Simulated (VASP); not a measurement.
Runs of VASP 6.6.1 on Al. It takes space group P6_3/mmc (No. 194, hexagonal). The conventional cell has a = 2.863 Å, b = 2.863 Å, c = 4.676 Å, α = 90.00°, β = 90.00°, γ = 120.00°. Al (site symmetry -6m2) is surrounded by 12 Al at 2.86 Å. This isn't the form of Al at room conditions, which is fcc.

```csv
task,level,potentials or basis,cell,k mesh,cutoff (eV),mesh quality,gap on the mesh (eV),pressure (GPa),relaxed volume (Å³/atom)
relaxation of cell and atoms,PBEsol,"VASP PAW PBE potentials, release 64 (Al)",relaxed,18 × 18 × 10,300,not flagged,none,0.0,16.32
relaxation of cell and atoms,PBEsol,"VASP PAW PBE potentials, release 64 (Al)",relaxed,6 × 6 × 4,600,coarse,none,0.0,16.33
relaxation of cell and atoms,PBEsol,"VASP PAW PBE potentials, release 64 (Al)",relaxed,18 × 18 × 10,600,not flagged,none,0.0,16.33
single point,PBEsol,"VASP PAW PBE potentials, release 64 (Al)",as given,18 × 18 × 10,520,not flagged,none,-1.3,-
relaxation of cell and atoms,RPBE,"VASP PAW PBE potentials, release 64 (Al)",relaxed,18 × 18 × 10,600,not flagged,none,0.0,16.92
relaxation of cell and atoms,PBEsol,"VASP PAW PBE potentials, release 64 (Al)",relaxed,18 × 18 × 10,580,not flagged,none,0.0,16.33
relaxation of cell and atoms,LDA,"VASP PAW LDA potentials, release 64 (Al)",relaxed,18 × 18 × 10,600,not flagged,none,0.0,(a)
```

Alike in all rows: no spin polarisation; smearing gaussian 0.1 eV.

Task: Estimate the missing entries.

Result: (a) 15.95.

Caveats: some runs use coarse meshes; the PAW data sets were made with another functional, which shifts forces and pressure a little (some runs).

A gap of «none» marks a metal or a gap under the smearing width.

Runs at the PBE level aren't shown here.
